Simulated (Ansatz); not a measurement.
**Carbon, fcc under PBEsol: ground state and equation of state, part 1 of 2**

Aim: take carbon in the fcc structure, relax it, solve it on a dense k-mesh, then scale the cell to 7 volumes from 88 to 112 % of the relaxed one and try a fit of the equation of state. Spin polarisation is left out. The k-meshes are 18×18×18 for the relaxation; 29×29×29 for the dense run; 20×20×20 for the volumes.

Program: Ansatz 0.2.0. Level of theory: DFT PBEsol, plane waves (420 eV) with PAW, scalar-relativistic; the PAW data stem from PBE, with regenerated cores. These are calculated values, not measurements.

**1. Starting point**

It takes space group Fm-3m (No. 225, cubic). The conventional cell has a = 2.980 Å, b = 2.980 Å, c = 2.980 Å, α = 90.00°, β = 90.00°, γ = 90.00°. C (site symmetry m-3m) has 12 C at 2.11 Å as nearest neighbours.

Coordinates:

```xyz
1
Lattice="0.0000 1.4900 1.4900 1.4900 0.0000 1.4900 1.4900 1.4900 0.0000" Properties=species:S:1:pos:R:3 pbc="T T T"
C     0.0000    0.0000    0.0000
```

**2. Relaxation of the cell**

input.yaml

```yaml
crystal:
  lattice:
    - [0.0, 1.4900140304, 1.4900140304]
    - [1.4900140304, 0.0, 1.4900140304]
    - [1.4900140304, 1.4900140304, 0.0]
  atoms:
    - { symbol: C, position: [0.0, 0.0, 0.0] }
hamiltonian:
  xc: pbesol
  pseudopotentials:
    kind: paw
    azcp:
      C: "pseudopotentials/C.paw.azcp"
basis:
  ecutwfc: 420
  fft_grid_basis: typed
kpoints:
  mp_grid: { grid: [18, 18, 18], shift: [0, 0, 0] }
magnetization:
  spin_polarized: false
scf:
  occupations: { method: fermi_dirac, width: 0.1 }
relax:
  max_steps: 60
  f_tol: 0.01
  cell: {}
```

Output:

```text
Warning: <dir> the record states the generating functional pbe (its physics header spells it `PBE`), which answers neither for hamiltonian.xc's functional nor for the pbesol family's — results may be inconsistent (PPs are generated against a specific XC)
Warning: RAYON_NUM_THREADS=2 ignored (pool sized by the plan → 2); use --threads N
Engine: ansatz 0.2.0, aarch64-unknown-linux-gnu
Pseudopotentials: kind: paw
Pseudopotential: C, paw, valence charge 4, recommended cutoff 420 eV (normal), <dir>
Functional definition: PBEsol
  exchange = pbesol_x
  correlation = pbesol_c
Crystal: 1 atoms, lattice volume = 6.616 Å³
Basis set: ecut = 420 eV, 137 PW (Γ), exchange–correlation on 30×30×30 points (8 copies of the dense FFT grid, shifted against one another)
Bands: 6, of which v1, the nominal top of the filled ones, is band 2 counted from 1 (1 counted from 0)
Symmetry: 48 space group operations
Space group: Fm-3m (ITA 225), of the structure as read, at distance tolerance 1.9e-5 Å
k-points: 195 of 5832
Non-local potential: C, projectors of the file, l = 0: 2, l = 1: 2, l = 2: 1
PAW form: soft (Blöchl's): semilocal exchange-correlation on the pseudo side does not see the compensation charge
PAW frozen core: C, regenerated for the run's functional, and the local potential with it (the file was generated under x = pbe(κ = 0.804, μ = 0.2195149727645171), c = pbe(β = 0.06672455060314922))
PAW one-centre angular grid: C, 110 points (default); XC on 64 Gauss nodes
Initial density: superposition of atomic densities (neutral atoms: chi_scale 0, normalization atom), corrected by the library's trained network
Initial wavefunctions: pseudopotential atomic-orbital guess
Functional: x = pbesol(κ = 0.804, μ = 0.12345679012345678), c = pbesol(β = 0.046)
SCF iter   1: F=—  HF=-242.215147 eV  |F-HF|=—  |Δ(HF+E_count)|=         —  Δρ=6.66e-3  dr2=1.59e-3  ethr=1.77e-3  ⟨swp⟩=4.8  Hψ=9006  notcnv=0
preconditioner: auto → none  [metal: Δε(μ)=0.053 eV  Ē_g=21.627 eV  σ=0.100 eV  W_gap=0.13  n_scr=0 (ndim 8)  ℏωp=28.9 eV  f_vac=0.000  D(μ)=0.41/eV (n_scr^D=0)]
SCF iter   2: F=—  HF=-242.214467 eV  |F-HF|=—  |Δ(HF+E_count)|=   6.79e-4  Δρ=3.01e-3  dr2=3.24e-4  ethr=3.98e-5  ⟨swp⟩=1.0  Hψ=2730  notcnv=0
SCF iter   3: F=—  HF=-242.214391 eV  |F-HF|=—  |Δ(HF+E_count)|=   7.64e-5  Δρ=4.54e-4  dr2=8.01e-6  ethr=8.11e-6  ⟨swp⟩=2.2  Hψ=1526  notcnv=0
SCF iter   4: F=—  HF=-242.214388 eV  |F-HF|=—  |Δ(HF+E_count)|=   2.43e-6  Δρ=2.79e-5  dr2=1.02e-8  ethr=2.00e-7  ⟨swp⟩=2.0  Hψ=1512  notcnv=0
iter 5 did not close the SCF: its close was put off for the readings that it lacked (scf_convergence_deferred on its scf_iter line)
SCF iter   5: F=-242.214388 eV  HF=-242.214388 eV  |F-HF|=3.92e-11  |Δ(HF+E_count)|=   2.19e-8  Δρ=2.59e-6  dr2=1.62e-10  ethr=2.54e-10  ⟨swp⟩=2.0  Hψ=1507  notcnv=0
SCF iter   6: F=-242.214388 eV  HF=-242.214388 eV  |F-HF|=5.68e-14  |Δ(HF+E_count)|=  5.58e-11  Δρ=1.01e-7  dr2=3.02e-13  ethr=4.05e-12  ⟨swp⟩=1.0  Hψ=3237  notcnv=0
SCF 1 converged in 6 iterations: F = -242.214388 eV  dr2 = 3.02e-13
relax step   1: F+E_penalty+E_count = -242.21438839 eV  Δ(F+E_penalty+E_count) = +0.000e0 eV  max|allowed force component| = 0.000e0 eV/Å  Δτ_max = 0.0000 Å  P = +10.767 GPa  Ω = 6.616 Å³  (6 SCF iters, dr2 threshold 1.00e-7 eV, accepted)
Crystal: 1 atoms, lattice volume = 6.795 Å³
Initial density: handed on by an earlier stage of this run
Initial wavefunctions: those handed on with the density
iter 1 solved again at ethr=1.61e-6 eV; its pass at ethr=3.10e-3 eV (dr2=6.46e-5 eV) is discarded
SCF iter   1: F=—  HF=-242.222604 eV  |F-HF|=—  |Δ(HF+E_count)|=         —  Δρ=1.23e-3  dr2=6.33e-5  ethr=1.61e-6  ⟨swp⟩=1.0  Hψ=11030  notcnv=0
preconditioner: auto → none  [metal: Δε(μ)=0.025 eV  Ē_g=21.280 eV  σ=0.100 eV  W_gap=0.06  n_scr=0 (ndim 8)  ℏωp=28.5 eV  f_vac=0.000  D(μ)=0.40/eV (n_scr^D=0)]
SCF iter   2: F=—  HF=-242.222607 eV  |F-HF|=—  |Δ(HF+E_count)|=   2.49e-6  Δρ=4.87e-4  dr2=9.53e-6  ethr=1.58e-6  ⟨swp⟩=1.0  Hψ=1170  notcnv=0
SCF iter   3: F=-242.222611 eV  HF=-242.222611 eV  |F-HF|=9.63e-8  |Δ(HF+E_count)|=   4.28e-6  Δρ=3.74e-5  dr2=3.26e-8  ethr=2.50e-9  ⟨swp⟩=2.0  Hψ=3698  notcnv=0
SCF 2 converged in 3 iterations: F = -242.222611 eV  dr2 = 3.26e-8
relax step   2: F+E_penalty+E_count = -242.22261096 eV  Δ(F+E_penalty+E_count) = -8.223e-3 eV  max|allowed force component| = 0.000e0 eV/Å  Δτ_max = 0.0000 Å  P = +5.215 GPa  Ω = 6.795 Å³  energy of the carried Pulay correction = -6.241e-4 eV  (3 SCF iters, dr2 threshold 1.00e-7 eV, accepted)
Crystal: 1 atoms, lattice volume = 6.971 Å³
iter 1 solved again at ethr=1.49e-6 eV; its pass at ethr=3.10e-3 eV (dr2=5.97e-5 eV) is discarded
SCF iter   1: F=—  HF=-242.224982 eV  |F-HF|=—  |Δ(HF+E_count)|=         —  Δρ=1.17e-3  dr2=5.84e-5  ethr=1.49e-6  ⟨swp⟩=1.0  Hψ=11007  notcnv=0
preconditioner: auto → none  [metal: Δε(μ)=0.012 eV  Ē_g=20.954 eV  σ=0.100 eV  W_gap=0.03  n_scr=0 (ndim 8)  ℏωp=28.1 eV  f_vac=0.000  D(μ)=0.40/eV (n_scr^D=0)]
SCF iter   2: F=—  HF=-242.224987 eV  |F-HF|=—  |Δ(HF+E_count)|=   4.33e-6  Δρ=4.65e-4  dr2=8.87e-6  ethr=1.46e-6  ⟨swp⟩=1.0  Hψ=1170  notcnv=0
SCF iter   3: F=-242.224991 eV  HF=-242.224991 eV  |F-HF|=9.34e-8  |Δ(HF+E_count)|=   4.53e-6  Δρ=3.81e-5  dr2=3.53e-8  ethr=2.50e-9  ⟨swp⟩=2.1  Hψ=3698  notcnv=0
SCF 3 converged in 3 iterations: F = -242.224991 eV  dr2 = 3.53e-8
relax step   3: F+E_penalty+E_count = -242.22499137 eV  Δ(F+E_penalty+E_count) = -2.380e-3 eV  max|allowed force component| = 0.000e0 eV/Å  Δτ_max = 0.0000 Å  P = +0.279 GPa  Ω = 6.971 Å³  energy of the carried Pulay correction = -1.226e-3 eV  (3 SCF iters, dr2 threshold 1.00e-7 eV, accepted)
Crystal: 1 atoms, lattice volume = 6.981 Å³
iter 1 solved again at ethr=5.96e-9 eV; its pass at ethr=3.10e-3 eV (dr2=2.39e-7 eV) is discarded
SCF iter   1: F=—  HF=-242.224965 eV  |F-HF|=—  |Δ(HF+E_count)|=         —  Δρ=8.13e-5  dr2=2.36e-7  ethr=5.96e-9  ⟨swp⟩=1.3  Hψ=10297  notcnv=0
preconditioner: auto → none  [metal: Δε(μ)=0.006 eV  Ē_g=20.936 eV  σ=0.100 eV  W_gap=0.02  n_scr=0 (ndim 8)  ℏωp=28.1 eV  f_vac=0.000  D(μ)=0.40/eV (n_scr^D=0)]
SCF iter   2: F=-242.224966 eV  HF=-242.224966 eV  |F-HF|=8.17e-8  |Δ(HF+E_count)|=   9.74e-7  Δρ=3.78e-5  dr2=4.63e-8  ethr=2.50e-9  ⟨swp⟩=2.0  Hψ=3307  notcnv=0
SCF 4 converged in 2 iterations: F = -242.224966 eV  dr2 = 4.63e-8
relax step   4: F+E_penalty+E_count = -242.22496627 eV  Δ(F+E_penalty+E_count) = +2.509e-5 eV  max|allowed force component| = 0.000e0 eV/Å  Δτ_max = 0.0000 Å  P = +0.010 GPa  Ω = 6.981 Å³  energy of the carried Pulay correction = -1.260e-3 eV  (2 SCF iters, dr2 threshold 1.00e-7 eV, accepted)
Initial wavefunctions: pseudopotential atomic-orbital guess (no wavefunctions were taken with the density)
iter 1 solved again at ethr=7.28e-7 eV; its pass at ethr=3.10e-3 eV (dr2=2.91e-5 eV) is discarded
SCF iter   1: F=—  HF=-242.226669 eV  |F-HF|=—  |Δ(HF+E_count)|=         —  Δρ=2.86e-4  dr2=8.44e-7  ethr=7.28e-7  ⟨swp⟩=2.4  Hψ=12116  notcnv=0
preconditioner: auto → none  [metal: Δε(μ)=0.006 eV  Ē_g=20.934 eV  σ=0.100 eV  W_gap=0.02  n_scr=0 (ndim 8)  ℏωp=28.1 eV  f_vac=0.000  D(μ)=0.40/eV (n_scr^D=0)]
SCF iter   2: F=—  HF=-242.226670 eV  |F-HF|=—  |Δ(HF+E_count)|=   8.89e-7  Δρ=1.40e-4  dr2=1.78e-7  ethr=2.11e-8  ⟨swp⟩=1.2  Hψ=1211  notcnv=0
SCF iter   3: F=—  HF=-242.226670 eV  |F-HF|=—  |Δ(HF+E_count)|=   2.86e-7  Δρ=1.04e-5  dr2=1.14e-9  ethr=4.45e-9  ⟨swp⟩=2.0  Hψ=1549  notcnv=0
SCF iter   4: F=-242.226670 eV  HF=-242.226670 eV  |F-HF|=1.71e-13  |Δ(HF+E_count)|=   1.84e-9  Δρ=3.14e-7  dr2=2.33e-12  ethr=1.00e-12  ⟨swp⟩=4.0  Hψ=4054  notcnv=0
SCF 5 converged in 4 iterations: F = -242.226670 eV  dr2 = 2.33e-12
relax step   5: F+E_penalty+E_count = -242.22667028 eV  Δ(F+E_penalty+E_count) = -1.704e-3 eV  max|allowed force component| = 0.000e0 eV/Å  Δτ_max = 0.0000 Å  P = +0.398 GPa  Ω = 6.981 Å³  stress off target by 3.98e-1 GPa  SCF on the basis re-selected at this cell (its energy is not comparable with the rows above)  (4 SCF iters)
basis re-selected at this cell: Δ(F+E_penalty+E_count) = -1.704e-3 eV, ΔP = +0.388 GPa vs the last step (what re-selecting the basis moved, of the pressure what is left beyond the Pulay correction that the steps carried, after the strain that the cell walked since its last selection, with what the two solves' SCF thresholds leave and, on support functions, any second-order correction that the steps lacked; it is no measure of the basis error at this ecutwfc). This SCF's stress stands 3.98e-1 GPa from its target on what of the cell is left free (relax.cell.stress_tol is 5.00e-2 GPa) and its largest allowed force component is 0.00e0 eV/Å (relax.f_tol is 1.00e-2 eV/Å): not within both, so this SCF does not close the relaxation
Crystal: 1 atoms, lattice volume = 6.997 Å³
iter 1 solved again at ethr=9.94e-9 eV; its pass at ethr=3.10e-3 eV (dr2=3.98e-7 eV) is discarded
SCF iter   1: F=—  HF=-242.226635 eV  |F-HF|=—  |Δ(HF+E_count)|=         —  Δρ=9.44e-5  dr2=3.92e-7  ethr=9.94e-9  ⟨swp⟩=1.5  Hψ=10399  notcnv=0
preconditioner: auto → none  [metal: Δε(μ)=0.021 eV  Ē_g=20.908 eV  σ=0.100 eV  W_gap=0.05  n_scr=0 (ndim 8)  ℏωp=28.1 eV  f_vac=0.000  D(μ)=0.40/eV (n_scr^D=0)]
SCF iter   2: F=-242.226635 eV  HF=-242.226635 eV  |F-HF|=1.94e-8  |Δ(HF+E_count)|=   7.57e-7  Δρ=3.72e-5  dr2=5.87e-8  ethr=2.50e-9  ⟨swp⟩=2.2  Hψ=3352  notcnv=0
SCF 6 converged in 2 iterations: F = -242.226635 eV  dr2 = 5.87e-8
relax step   6: F+E_penalty+E_count = -242.22663548 eV  Δ(F+E_penalty+E_count) = +3.479e-5 eV  max|allowed force component| = 0.000e0 eV/Å  Δτ_max = 0.0000 Å  P = +0.012 GPa  Ω = 6.997 Å³  energy of the carried Pulay correction = -5.416e-5 eV  (2 SCF iters, dr2 threshold 1.00e-7 eV, accepted)
iter 1 solved again at ethr=5.70e-7 eV; its pass at ethr=3.10e-3 eV (dr2=2.28e-5 eV) is discarded
SCF iter   1: F=—  HF=-242.226699 eV  |F-HF|=—  |Δ(HF+E_count)|=         —  Δρ=3.28e-5  dr2=4.96e-8  ethr=5.70e-7  ⟨swp⟩=2.3  Hψ=12124  notcnv=0
SCF iter   2: F=—  HF=-242.226699 eV  |F-HF|=—  |Δ(HF+E_count)|=   3.57e-7  Δρ=1.41e-5  dr2=8.79e-9  ethr=1.24e-9  ⟨swp⟩=1.4  Hψ=1258  notcnv=0
SCF iter   3: F=—  HF=-242.226699 eV  |F-HF|=—  |Δ(HF+E_count)|=   7.10e-9  Δρ=8.67e-7  dr2=2.16e-11  ethr=2.20e-10  ⟨swp⟩=1.4  Hψ=1264  notcnv=0
SCF iter   4: F=-242.226699 eV  HF=-242.226699 eV  |F-HF|=2.84e-14  |Δ(HF+E_count)|=  4.67e-11  Δρ=3.95e-8  dr2=5.24e-14  ethr=1.00e-12  ⟨swp⟩=4.0  Hψ=2931  notcnv=0
SCF 7 converged in 4 iterations: F = -242.226699 eV  dr2 = 5.24e-14
relax step   7: F+E_penalty+E_count = -242.22669945 eV  Δ(F+E_penalty+E_count) = -6.397e-5 eV  max|allowed force component| = 0.000e0 eV/Å  Δτ_max = 0.0000 Å  P = +0.019 GPa  Ω = 6.997 Å³  stress off target by 1.88e-2 GPa  SCF on the basis re-selected at this cell (its energy is not comparable with the rows above)  (4 SCF iters)
basis re-selected at this cell: Δ(F+E_penalty+E_count) = -6.397e-5 eV, ΔP = +0.007 GPa vs the last step (what re-selecting the basis moved, of the pressure what is left beyond the Pulay correction that the steps carried, after the strain that the cell walked since its last selection, with what the two solves' SCF thresholds leave and, on support functions, any second-order correction that the steps lacked; it is no measure of the basis error at this ecutwfc). This SCF's stress stands 1.88e-2 GPa from its target on what of the cell is left free (relax.cell.stress_tol is 5.00e-2 GPa) and its largest allowed force component is 0.00e0 eV/Å (relax.f_tol is 1.00e-2 eV/Å): within both
SCF converged after 4 iterations
Free energy (F): -242.226699 eV
Harris-Foulkes:  -242.226699 eV  (|F-HF|=2.84e-14)
Internal energy: -242.213823 eV  (E = F + TS)
E sigma→0 (E₀):  -242.220261 eV
Entropy (-TS):   -0.012876 eV (-12.876 meV/atom)
Fermi energy:    11.113010 eV
--- Per-component energies (eV) ---
  E_band       = 14.921686
  E_kinetic    = 77.791940
  E_local      = -40.501906  (includes V_loc(G=0)·N_el)
  E_nonlocal   = 28.638077
  E_hartree    = 5.117457
  E_xc         = -46.092883
  E_vxc        = -57.188484  (∫ρ·V_xc dr)
  E_paw        = -93.226081  (= ΣΔE_a)
  E_vpaw       = -4.052858  (= ΣTr[D̂ρ^β])
  E_aug_tail   = 0.000001  (compensation charges beyond the density's cutoff)
  E_ewald      = -173.961529
  E_core_change = 0.021101  (= ΣΔE_core)
  E_smearing   = -0.012876  (= −TS)
  E_closure    = 0.000000  (closes the sum)
  Σ components = -242.226699   (vs F -242.226699, Δ=0.00e0)
--- Forces (eV/Å), atoms counted from 1 ---
  atom   1  C      0.00000000     0.00000000    -0.00000000
  max |Σ_I F_I| component: 3.08e-33 eV/Å
--- Stress (GPa, compression-positive) ---
        0.018828       0.000000       0.000000
        0.000000       0.018828       0.000000
        0.000000       0.000000       0.018828
  P = ⅓ Tr σ = 0.0188 GPa (0.188 kbar)
--- Relaxed structure (5 steps of the walk, 5 accepted, 2 SCFs on fresh bases) ---
  F+E_penalty+E_count = -242.22669945 eV   max|allowed force component| = 0.000e0 eV/Å   (the final SCF, on the basis selected at the relaxed cell)
  cell:  # Å, volume = 6.9966 Å³
    - [2.3693479952964492e-33, 1.5180457172485213, 1.5180457172485213]
    - [1.5180457172485213, 9.171669659212061e-33, 1.5180457172485213]
    - [1.5180457172485213, 1.5180457172485213, 8.178072112797421e-33]
  atoms:
    - { symbol: C, position: [0.0, 0.0, 0.0] }
```

Wall time 2 s (2 threads of an Arm CPU, shared host); peak memory 0.25 GiB.

The walk, from the log:

| step | energy change (meV/atom) | largest force (eV/Å) | pressure (GPa) | volume (Å³/atom) |
| --- | --- | --- | --- | --- |
| 1 | 0.00 | 0.0000 | 10.77 | 6.616 |
| 2 | -8.22 | 0.0000 | 5.22 | 6.795 |
| 3 | -10.60 | 0.0000 | 0.28 | 6.971 |
| 4 | -10.58 | 0.0000 | 0.01 | 6.981 |
| 5 | -12.28 | 0.0000 | 0.40 | 6.981 |
| 6 | -12.25 | 0.0000 | 0.01 | 6.997 |
| 7 | -12.31 | 0.0000 | 0.02 | 6.997 |

Steps that repeat a cell are solved on a basis chosen anew, so their changes of energy are no gain of the relaxation.

Changes in the cell that was computed:

|  | before | after | change |
| --- | --- | --- | --- |
| a (Å) | 2.107 | 2.147 | +1.9 % |
| b (Å) | 2.107 | 2.147 | +1.9 % |
| c (Å) | 2.107 | 2.147 | +1.9 % |
| volume (Å³/atom) | 6.616 | 6.997 | +5.8 % |
| shortest distance (Å) | 2.107 | 2.147 | +1.9 % |
| space group (spins left aside) | Fm-3m | Fm-3m | same |

**3. Single point on a dense mesh**

input.yaml

```yaml
crystal:
  lattice:
    - [0.0, 1.5180457172, 1.5180457172]
    - [1.5180457172, 0.0, 1.5180457172]
    - [1.5180457172, 1.5180457172, 0.0]
  atoms:
    - { symbol: C, position: [0.0, 0.0, 0.0] }
hamiltonian:
  xc: pbesol
  pseudopotentials:
    kind: paw
    azcp:
      C: "pseudopotentials/C.paw.azcp"
basis:
  ecutwfc: 420
  fft_grid_basis: typed
kpoints:
  mp_grid: { grid: [29, 29, 29], shift: [0, 0, 0] }
magnetization:
  spin_polarized: false
scf:
  occupations: { method: fermi_dirac, width: 0.1 }
```

Output (excerpt; [...] marks lines left out):

```text
Warning: <dir> the record states the generating functional pbe (its physics header spells it `PBE`), which answers neither for hamiltonian.xc's functional nor for the pbesol family's — results may be inconsistent (PPs are generated against a specific XC)
Warning: RAYON_NUM_THREADS=2 ignored (pool sized by the plan → 2); use --threads N
[...]
Pseudopotentials: kind: paw
Pseudopotential: C, paw, valence charge 4, recommended cutoff 420 eV (normal), <dir>
Functional definition: PBEsol
[...]
Crystal: 1 atoms, lattice volume = 6.997 Å³
Basis set: ecut = 420 eV, 137 PW (Γ)
Bands: 6, of which v1, the nominal top of the filled ones, is band 2 counted from 1 (1 counted from 0)
Symmetry: 48 space group operations
Space group: Fm-3m (ITA 225), of the structure as read, at distance tolerance 1.9e-5 Å
k-points: 680 of 24389
[...]
SCF iter   1: F=—  HF=-242.227402 eV  |F-HF|=—  |Δ(HF+E_count)|=         —  Δρ=6.05e-3  dr2=1.45e-3  ethr=1.77e-3  ⟨swp⟩=4.9  Hψ=31366  notcnv=0
[...]
SCF iter   6: F=-242.226548 eV  HF=-242.226548 eV  |F-HF|=8.88e-11  |Δ(HF+E_count)|=   7.00e-9  Δρ=1.98e-6  dr2=1.72e-10  ethr=4.52e-10  ⟨swp⟩=1.0  Hψ=11327  notcnv=0
[...]
SCF converged after 6 iterations
Free energy (F): -242.226548 eV
[...]
E sigma→0 (E₀):  -242.220604 eV
Entropy (-TS):   -0.011887 eV (-11.887 meV/atom)
Fermi energy:    11.111338 eV
[...]
```

Wall time 0.94 s (2 threads of an Arm CPU, shared host); peak memory 0.27 GiB.

**4. Volume × 0.88**

input.yaml

```yaml
crystal:
  lattice:
    - [0.0, 1.4547188787, 1.4547188787]
    - [1.4547188787, 0.0, 1.4547188787]
    - [1.4547188787, 1.4547188787, 0.0]
  atoms:
    - { symbol: C, position: [0.0, 0.0, 0.0] }
hamiltonian:
  xc: pbesol
  pseudopotentials:
    kind: paw
    azcp:
      C: "pseudopotentials/C.paw.azcp"
basis:
  ecutwfc: 420
  fft_grid_basis: typed
kpoints:
  mp_grid: { grid: [20, 20, 20], shift: [0, 0, 0] }
magnetization:
  spin_polarized: false
scf:
  occupations: { method: fermi_dirac, width: 0.1 }
  lower_state_search: "off"
output:
  stress: true
```

Output (excerpt; [...] marks lines left out):

```text
Warning: <dir> the record states the generating functional pbe (its physics header spells it `PBE`), which answers neither for hamiltonian.xc's functional nor for the pbesol family's — results may be inconsistent (PPs are generated against a specific XC)
Warning: RAYON_NUM_THREADS=2 ignored (pool sized by the plan → 2); use --threads N
[...]
Pseudopotentials: kind: paw
Pseudopotential: C, paw, valence charge 4, recommended cutoff 420 eV (normal), <dir>
Functional definition: PBEsol
[...]
Crystal: 1 atoms, lattice volume = 6.157 Å³
Basis set: ecut = 420 eV, 113 PW (Γ)
Bands: 6, of which v1, the nominal top of the filled ones, is band 2 counted from 1 (1 counted from 0)
Symmetry: 48 space group operations
Space group: Fm-3m (ITA 225), of the structure as read, at distance tolerance 1.8e-5 Å
k-points: 256 of 8000
[...]
SCF iter   1: F=—  HF=-242.162474 eV  |F-HF|=—  |Δ(HF+E_count)|=         —  Δρ=7.73e-3  dr2=1.94e-3  ethr=1.77e-3  ⟨swp⟩=4.8  Hψ=11857  notcnv=0
[...]
SCF iter   6: F=-242.161737 eV  HF=-242.161737 eV  |F-HF|=5.27e-10  |Δ(HF+E_count)|=   2.02e-8  Δρ=5.24e-6  dr2=1.02e-9  ethr=1.27e-9  ⟨swp⟩=1.9  Hψ=4601  notcnv=0
[...]
SCF converged after 6 iterations
Free energy (F): -242.161737 eV
[...]
E sigma→0 (E₀):  -242.155474 eV
Entropy (-TS):   -0.012527 eV (-12.527 meV/atom)
Fermi energy:    13.441785 eV
[...]
--- Stress (GPa, compression-positive) ---
       27.339641       0.000000      -0.000000
        0.000000      27.339641       0.000000
       -0.000000       0.000000      27.339641
  P = ⅓ Tr σ = 27.3396 GPa (273.396 kbar)
```

Wall time 0.47 s (2 threads of an Arm CPU, shared host); peak memory 0.24 GiB.

**5. Volume × 0.92**

Edit input.yaml of step 4 so:

```diff
@@ -2,5 +2,5 @@
   lattice:
-    - [0.0, 1.4547188787, 1.4547188787]
-    - [1.4547188787, 0.0, 1.4547188787]
-    - [1.4547188787, 1.4547188787, 0.0]
+    - [0.0, 1.4764343023, 1.4764343023]
+    - [1.4764343023, 0.0, 1.4764343023]
+    - [1.4764343023, 1.4764343023, 0.0]
   atoms:
```

Output (excerpt; [...] marks lines left out):

```text
Warning: <dir> the record states the generating functional pbe (its physics header spells it `PBE`), which answers neither for hamiltonian.xc's functional nor for the pbesol family's — results may be inconsistent (PPs are generated against a specific XC)
Warning: RAYON_NUM_THREADS=2 ignored (pool sized by the plan → 2); use --threads N
[...]
Pseudopotentials: kind: paw
Pseudopotential: C, paw, valence charge 4, recommended cutoff 420 eV (normal), <dir>
Functional definition: PBEsol
[...]
Crystal: 1 atoms, lattice volume = 6.437 Å³
Basis set: ecut = 420 eV, 137 PW (Γ)
Bands: 6, of which v1, the nominal top of the filled ones, is band 2 counted from 1 (1 counted from 0)
Symmetry: 48 space group operations
Space group: Fm-3m (ITA 225), of the structure as read, at distance tolerance 1.9e-5 Å
k-points: 256 of 8000
[...]
SCF iter   1: F=—  HF=-242.200444 eV  |F-HF|=—  |Δ(HF+E_count)|=         —  Δρ=7.01e-3  dr2=1.70e-3  ethr=1.77e-3  ⟨swp⟩=4.8  Hψ=11866  notcnv=0
[...]
SCF iter   6: F=-242.199698 eV  HF=-242.199698 eV  |F-HF|=2.92e-11  |Δ(HF+E_count)|=   2.01e-9  Δρ=1.26e-6  dr2=6.13e-11  ethr=1.57e-10  ⟨swp⟩=1.0  Hψ=4256  notcnv=0
[...]
SCF converged after 6 iterations
Free energy (F): -242.199698 eV
[...]
E sigma→0 (E₀):  -242.193252 eV
Entropy (-TS):   -0.012890 eV (-12.890 meV/atom)
Fermi energy:    12.581896 eV
[...]
--- Stress (GPa, compression-positive) ---
       16.459668       0.000000       0.000000
        0.000000      16.459668       0.000000
        0.000000       0.000000      16.459668
  P = ⅓ Tr σ = 16.4597 GPa (164.597 kbar)
```

Run time: 0.46 s. Hardware: 2 threads of an Arm CPU, shared host; peak memory 0.24 GiB.

(Continued in part 2 of 2.)
